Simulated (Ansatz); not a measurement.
A calculation with Ansatz 0.2.0 of Ni (native input, structure typed inline):

The input input.yaml:

```yaml
crystal:
  lattice:
    - [0.0, 1.737572933, 1.737572933]
    - [1.737572933, 0.0, 1.737572933]
    - [1.737572933, 1.737572933, 0.0]
  atoms:
    - { symbol: Ni, position: [0.0, 0.0, 0.0] }
hamiltonian:
  xc: r2scan
  pseudopotentials: { kind: nc, accuracy: standard }
  hubbard: { sites: [{ species: Ni, l: d, u_eff: 6.0 }] }
magnetization:
  spin_polarized: true
kpoints:
  mp_grid: { grid: [13, 13, 13] }
scf:
  occupations: { method: tetrahedron }
output:
  forces: true
  stress: true
  xc_energy_on_converged_density: [lda, pbe, pbesol, rpbe, revpbe, blyp]
```

Potentials or basis: PseudoDojo standard (PBE files).

Run with:

```console
$ ansatz run input.yaml --threads 1 --pin off --max-ram 2560MiB --backend cpu --events-out ev --progress --plain --runs-dir out
```

Question: Write the same calculation in another form: native input, Cartesian positions.

Answer: As run:

Contents of input.yaml:

```yaml
crystal:
  lattice:
    - [0.0, 1.737572933, 1.737572933]
    - [1.737572933, 0.0, 1.737572933]
    - [1.737572933, 1.737572933, 0.0]
  atoms:
    - { symbol: Ni, position_ang: [0.0, 0.0, 0.0] }
hamiltonian:
  xc: r2scan
  pseudopotentials: { kind: nc, accuracy: standard }
  hubbard: { sites: [{ species: Ni, l: d, u_eff: 6.0 }] }
magnetization:
  spin_polarized: true
kpoints:
  mp_grid: { grid: [13, 13, 13] }
scf:
  occupations: { method: tetrahedron }
output:
  forces: true
  stress: true
  xc_energy_on_converged_density: [lda, pbe, pbesol, rpbe, revpbe, blyp]
  write_density: true
  write_potential: true
  elf: true
  volumetric_format: npy
```

Potentials or basis: PseudoDojo standard (PBE files).

Launch:

```sh
$ ansatz run input.yaml --threads 1 --pin off --max-ram 2560MiB --backend cpu --events-out ev --progress --plain --runs-dir out
```

Both were run:

|  | native input, structure typed inline | native input, Cartesian positions |
| --- | --- | --- |
| Pressure | 1.5 GPa | 1.5 GPa |
| Band gap on the k mesh | none (metal or under the smearing width) | none (metal or under the smearing width) |
| Net moment | 0.75 μB per cell | 0.75 μB per cell |
| Absolute moment | 1.00 μB per cell | 1.00 μB per cell |
| Site moments | Ni +0.85 μB | Ni +0.85 μB |

Keys that steer only the numerical path or the files written may differ.

Caveat: the meta-GGA runs on potentials made for a GGA; the magnetic or orbital state may not be the lowest; the potentials were made for another functional, which shifts forces and pressure; the U is typed as a test and isn't derived for this compound; with tetrahedron occupations forces and stress needn't match the slope of the energy.
